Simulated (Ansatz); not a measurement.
This script drives the Python package of Ansatz (0.2.0).

Contents of `w.vasp`:
```text
W
1.0
   0.00000000    2.03000000    2.03000000
   2.03000000    0.00000000    2.03000000
   2.03000000    2.03000000    0.00000000
W
1
Direct
   0.00000000    0.00000000    0.00000000
```

Script `paw_lapw_w.py`:
```python
# -*- coding: utf-8 -*-
'''PAW against all-electron LAPW for W.'''

import ansatz
from ase.io import read
import numpy as np

FILLING = 'fermi_dirac'
MESH = (14, 14, 14)
XC = 'pbe'


def count_gap(report):
    # lowest empty less highest filled band, counting bands; zero where they overlap
    return max(report.get('gap_by_band_count_ev') or 0.0, 0.0)

atoms = read('w.vasp', format='vasp')
cell = ansatz.Crystal.from_ase(atoms)

calc = (
    cell.calculation()
    .occupations(FILLING)
    .kpoints(*MESH)
    .functional(XC)
    .stress()
    .forces()
    .band_table()
)
variants = {
    'PAW': calc.pseudopotentials('paw'),
    'LAPW': calc.pseudopotentials('all_electron', lapw=True),
}
# totals differ by the cores that each treatment holds, so compare what does not depend on them
rows = []
for label, variant in variants.items():
    data = variant.run(threads=1, pin='off').report
    levels = np.array(data['eigenvalues_ev'][0]) - data['fermi_energy_ev']
    print(label, 'levels at the first k-point near E_F:', np.round(levels[np.abs(levels) < 5], 3))
    rows.append((label, data['n_electrons'], np.trace(data['stress_gpa']) / 3, count_gap(data)))
print('     treatment  electrons in bands           P GPa  gap by band count eV')
for row in rows:
    print(f'{str(row[0]):>14s}  {row[1]:18.1f}  {row[2]:14.3f}  {row[3]:20.3f}')
```

It is started by `python paw_lapw_w.py`. Estimate its wall time and peak memory on 1 thread of Arm Neoverse V2, with other jobs on the host.

It took about 16 s, with a peak of 0.56 GiB, for 2 runs of the engine.

```console
$ python paw_lapw_w.py
DeckWarning: basis.ecutwfc = 420 eV, auto-derived from the records' recommended cutoffs: set by W (normal level)
PAW levels at the first k-point near E_F: [-0.543 -0.543 -0.543  2.501  2.501]
LAPW levels at the first k-point near E_F: [-0.543 -0.543 -0.543  2.501  2.501]
     treatment  electrons in bands           P GPa  gap by band count eV
           PAW                14.0          -4.456                 0.000
          LAPW                44.0          -4.353                 0.000
```
(Warnings from the package without file and line.)

PAW gives -4.456 GPa and LAPW -4.353 GPa, 0.10 GPa apart. They took 0.9 and 13.8 s of processor time.

What to keep in mind:
- Spin is left out of this run.
- A gap by band count of zero or less means overlapping bands, a metal.
- This isn't the structure that W takes at ambient conditions.
- Gaps and levels are Kohn-Sham values on a finite set of k-points, without spin-orbit coupling.
- Pressure is positive in compression; the treatments may keep other shells as core, so totals and counts of electrons can differ.
